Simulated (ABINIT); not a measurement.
The system is AlN.

```
Al N
1.0
     3.11300    0.00000    0.00000
    -1.55650    2.69594    0.00000
     0.00000    0.00000    4.98100
Al N
2 2
Direct
  0.66667 0.33333 0.50000
  0.33333 0.66667 0.00000
  0.66667 0.33333 0.88000
  0.33333 0.66667 0.38000
```

| Item | Value |
| --- | --- |
| Program | ABINIT 10.8.3 (patched build) |
| Task | relaxation of cell and atoms |
| Functional | LDA |
| Potentials or basis | PseudoDojo NC SR LDA v0.4.1 standard |
| Cutoff | 980 eV |
| k mesh | 8 × 8 × 4 |
| Occupations | fermi-dirac, width 0.05 eV |
| Spin | no spin polarisation |

At the start: pressure -5.8 GPa; volume 10.45 Å³/atom.

How do energy, volume and symmetry change on relaxing?

Over 7 steps the energy falls by 5.9 meV/atom and the volume is 10.15 Å³/atom (-2.9 %); space group P6_3mc (No. 186, to 0.05 Å).

Step by step:
| step | energy change (eV) | largest force (eV/Å) | pressure (GPa) | volume (Å³) |
| --- | --- | --- | --- | --- |
| 1 | 0.0000 | 0.1142 | -5.82 | 41.80 |
| 2 | -0.0198 | 0.0739 | -2.36 | 41.06 |
| 3 | -0.0223 | 0.1315 | -0.13 | 40.62 |
| 4 | -0.0236 | 0.0268 | 0.29 | 40.54 |
| 5 | -0.0237 | 0.0011 | -0.01 | 40.60 |
| 6 | -0.0237 | 0.0003 | -0.02 | 40.60 |
| 7 | -0.0238 | 0.0002 | 0.00 | 40.59 |

Final structure:
```cif
data_structure
_symmetry_space_group_name_H-M 'P 1'
_symmetry_Int_Tables_number 1
_cell_length_a 3.0821
_cell_length_b 3.0821
_cell_length_c 4.9341
_cell_angle_alpha 90.000
_cell_angle_beta 90.000
_cell_angle_gamma 120.000
_cell_volume 40.59
loop_
_atom_site_label
_atom_site_type_symbol
_atom_site_fract_x
_atom_site_fract_y
_atom_site_fract_z
_atom_site_occupancy
Al1 Al 0.66667 0.33333 0.49904 1
Al2 Al 0.33333 0.66667 0.99904 1
N1 N 0.66667 0.33333 0.88096 1
N2 N 0.33333 0.66667 0.38096 1
```
